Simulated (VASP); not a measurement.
A run of VASP 6.6.1:

File INCAR:

```
SYSTEM = Ge
PREC = Accurate
ENCUT = 600
EDIFF = 1E-6
ISMEAR = 0
SIGMA = 0.03
LREAL = .False.
LASPH = .True.
NELM = 80
ALGO = Normal
ISIF = 3
LWAVE = .False.
LCHARG = .False.
GGA = PS
IBRION = 2
NSW = 90
EDIFFG = -0.01
KPAR = 4
```

Contents of KPOINTS:

```
regular mesh
0
Gamma
  6 6 4
  0 0 0
```

The input POSCAR:

```
Ge
1.0
    5.9300000000      0.0000000000      0.0000000000
    0.0000000000      5.9300000000      0.0000000000
    0.0000000000      0.0000000000      6.9800000000
Ge
12
Direct
    0.0750000000      0.0750000000      0.0000000000
    0.4250000000      0.5750000000      0.7500000000
    0.9250000000      0.9250000000      0.5000000000
    0.5750000000      0.4250000000      0.2500000000
    0.1667000000      0.3750000000      0.2500000000
    0.1250000000      0.6667000000      0.0000000000
    0.8333000000      0.6250000000      0.7500000000
    0.8750000000      0.3333000000      0.5000000000
    0.6667000000      0.1250000000      0.0000000000
    0.6250000000      0.8333000000      0.2500000000
    0.3333000000      0.8750000000      0.5000000000
    0.3750000000      0.1667000000      0.7500000000
```

Potentials or basis: VASP PAW PBE potentials, release 64 (Ge_d).

Launch:

```console
$ cat potpaw_PBE.64/Ge_d/POTCAR > POTCAR
$ mpirun -np 4 vasp_std > vasp.out
```

Hardware: 4 MPI ranks on Intel(R) Xeon(R) 6975P-C (Granite Rapids), with other jobs on the host.

Question: How long does it take, and how much memory?

Answer: Wall time 36 min on 4 MPI ranks on Intel(R) Xeon(R) 6975P-C (Granite Rapids), on a shared host, peak memory 0.77 GiB a rank. Counts: scf iterations 192, k points 30, ion steps 25.
